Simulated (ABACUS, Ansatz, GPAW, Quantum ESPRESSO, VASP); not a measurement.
CoO: energy against volume and a worked fit

```cif
data_structure
_symmetry_space_group_name_H-M 'Fm-3m'
_symmetry_Int_Tables_number 225
_cell_length_a 4.2630
_cell_length_b 4.2630
_cell_length_c 4.2630
_cell_angle_alpha 90.000
_cell_angle_beta 90.000
_cell_angle_gamma 90.000
_cell_volume 77.47
loop_
_atom_site_label
_atom_site_type_symbol
_atom_site_symmetry_multiplicity
_atom_site_Wyckoff_symbol
_atom_site_fract_x
_atom_site_fract_y
_atom_site_fract_z
_atom_site_occupancy
Co1 Co 4 a 0.00000 0.00000 0.00000 1
O1 O 4 b 0.50000 0.00000 0.00000 1
```

The cell was scaled at fixed shape and fractions and run with VASP, PBE PAW files Co, O, 520 eV; PBE, k mesh 11 × 11 × 11 on the cell of 2 atoms, fermi-dirac occupations of 0.05 eV, collinear spin, ferromagnetic start, no spin-orbit coupling. Energies are those that the program minimises, any entropy of the smearing included. For a metal such a mesh isn't converged to the digits shown. The magnetic state is the one that the start led to, which needn't be the lowest.

```csv
V (Å³/atom),energy over the lowest row (meV/atom)
9.1030,11.897
9.2967,3.632
9.4903,0.000
9.6840,0.688
9.8777,?
10.0714,13.391
10.2651,24.871
```

Q: Fit the third-order Birch-Murnaghan form, give V0, B0 and B′, and predict the energy left open.

A: With y = (V0/V)^(2/3), E = E0 + (9 V0 B0/16) [(y - 1)³ B′ + (y - 1)² (6 - 4y)]. Least squares through the rows shown give V0 = 9.5557 Å³/atom, E0 = -0.223 meV, B0 = 169.1 GPa (1 eV/Å³ = 160.218 GPa) and B′ = 3.25, with a largest miss of 0.019 meV. At V = 9.8777 the form with these constants gives 5.239 meV; the run gave 5.250 meV an atom. Other set-ups at this level, from all their volumes (Å³/atom, GPa): ABACUS, PseudoDojo NC SR 0.4.1 PBE standard, plane waves: V0 9.581, B0 181.4; Ansatz, Ansatz PAW (earlier soft set): V0 9.581, B0 170; GPAW, GPAW PAW data sets (gpaw-data 1.2.1): V0 9.630, B0 173.3; Quantum ESPRESSO, SSSP 1.3 efficiency PBE: V0 9.598, B0 180.
